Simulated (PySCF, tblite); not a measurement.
Computed geometry: GFN2-xTB, gas phase. One conformer each, none proved a minimum here. Atom numbers follow the mapped SMILES.

Problem. Order the C–C distances, shortest first.
A. C6–C7 in `[CH2:1]=[CH:2][c:3]1[cH:4][p:5][cH:6][cH:7][c:8]1[C:9]#[N:10]` with C1–C2–C3–C4 -26°
B. C1–C2 in `[CH2:1]=[CH:2][Si@@H:3]([Cl:4])[N:5]=[CH2:6]` with C1–C2–Si3–Cl4 -137°, C2–Si3–N5–C6 -117°
C. C3–C4 in `[CH3:1][O:2][C@H:3]([CH2:4][F:5])[C:6](=[O:7])[F:8]` with C1–O2–C3–C4 -172°, O2–C3–C4–F5 167°, O2–C3–C6–O7 20°
D. C2–C3 in `[CH:1]1=[CH:2][CH2:3][CH:4]=[CH:5]1`
E. C2–C3 in `[CH:1]#[C:2][CH2:3][CH:4]=[CH2:5]` with C2–C3–C4–C5 -121°

Solution. B (1.324 Å), A (1.374 Å), E (1.451 Å), D (1.493 Å), C (1.541 Å).

- 1.324 Å: drawn double, terminal =CH2 carbon to alkene CH carbon
- 1.374 Å: aromatic, both ends aromatic CH carbon, in a 6-membered ring
- 1.451 Å: drawn single, alkyne carbon to allylic carbon
- 1.493 Å: drawn single, alkene CH carbon to allylic carbon, in a 5-membered ring
- 1.541 Å: drawn single, sp3 carbon bound to oxygen to sp3 C–F carbon

Problem. Order these C–C–C angles, narrowest first.
A. C2–C3–C4 in `[CH:1]1=[CH:2][CH2:3][CH:4]=[CH:5]1`
B. C3–C8–C9 in `[CH2:1]=[CH:2][c:3]1[cH:4][p:5][cH:6][cH:7][c:8]1[C:9]#[N:10]` with C1–C2–C3–C4 -26°
C. C3–C4–C5 in `[CH:1]#[C:2][CH2:3][CH:4]=[CH2:5]` with C2–C3–C4–C5 -121°
D. C4–C3–C6 in `[CH3:1][O:2][C@H:3]([CH2:4][F:5])[C:6](=[O:7])[F:8]` with C1–O2–C3–C4 -172°, O2–C3–C4–F5 167°, O2–C3–C6–O7 20°

Solution. A (102.6°), D (109.3°), B (119.8°), C (124.0°).
